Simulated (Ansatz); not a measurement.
Level of theory: DFT PBE, scalar-relativistic, plane waves, PAW (Ansatz 0.2.0). All cells share a 420 eV cutoff and Γ-centred k meshes spaced at most about 0.3 Å⁻¹ (2π included). No spin polarisation.

Formation energies are uncorrected and refer to the elements' standard structures at the same level.

All energies are static (0 K, no zero-point motion). The comparison covers the computed candidates alone. Kohn–Sham gaps at this level usually fall short of measured ones. The reference form of S is held partly by dispersion forces, which this level lacks.

A search for MgS gave 13 distinct relaxed structures, 3 of them from databases. Coordination counts S atoms around Mg (those within 1.25 times the shortest such distance or 1.15 times the sum of covalent radii).

**Question.** Which structure of MgS came out lowest?

**Answer.** The one with the rock salt type, space group Fm-3m (No. 225), reached from: a cell as deposited in COD. It has a = 5.230 Å, 17.9 Å³/atom, a gap of 2.76 eV on the mesh. Around Mg lie 6 S at 2.62 Å; S has 6 Mg at 2.62 Å. Its energy over the elements is −1.444 eV/atom. It is a structure that the Crystallography Open Database (COD) lists.

Space group Fm-3m (No. 225). a = 5.230 Å, b = 5.230 Å, c = 5.230 Å, α = 90.00°, β = 90.00°, γ = 90.00°
```
atom  site  symmetry       x       y       z
  Mg    4a      m-3m  0.0000  0.0000  0.0000
   S    4b      m-3m  0.5000  0.0000  0.0000
```

**Question.** How much higher is the Pm-3n structure with 28.4 Å³/atom and coordination Mg 4 (reached from: 4-connected net, two elements alternating)?

**Answer.** 81 meV/atom. Its gap on the mesh is 3.05 eV.

**Question.** How much higher is the P4_2/mnm structure with 24.1 Å³/atom and coordination Mg 4 (reached from: 4-connected net, two elements alternating)?

**Answer.** 29 meV/atom. Its gap on the mesh is 3.35 eV.

Some types were kept out of the candidates beforehand, so the set may lack a known form.
